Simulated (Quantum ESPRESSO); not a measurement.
# NiO: Hubbard U from linear response under several settings

```xyz
2
Lattice="0.0000 2.0913 2.0913 2.0913 0.0000 2.0913 2.0913 2.0913 0.0000" Properties=species:S:1:pos:R:3 pbc="T T T"
Ni    0.0000    0.0000    0.0000
O     2.0913    2.0913    2.0913
```

All runs used Quantum ESPRESSO 7.5; potentials GBRV 1.5 PBE; k mesh 6 × 6 × 6; given cell; collinear spin, ferromagnetic start; cutoff 612 eV; occupations fermi-dirac, width 0.05 eV.

```csv
level,projectors,U typed (eV),q mesh,with V,state,U computed (eV)
PBE+U,atomic,0.0,1 × 1 × 1,no,metal,Ni 7.8
PBE+U,atomic,0.0,2 × 2 × 2,no,metal,Ni 9.4
PBE+U,atomic,0.0,3 × 3 × 3,no,metal,?
```

Task: What stands in the row left open?

Result: U computed Ni 9.9 eV.

Caveats: all runs use coarse meshes; the computed U isn't converged in cell size (some runs).

For the row left open. Caveat: the k mesh is coarse (spacing up to 0.43 Å⁻¹), so the values aren't converged.
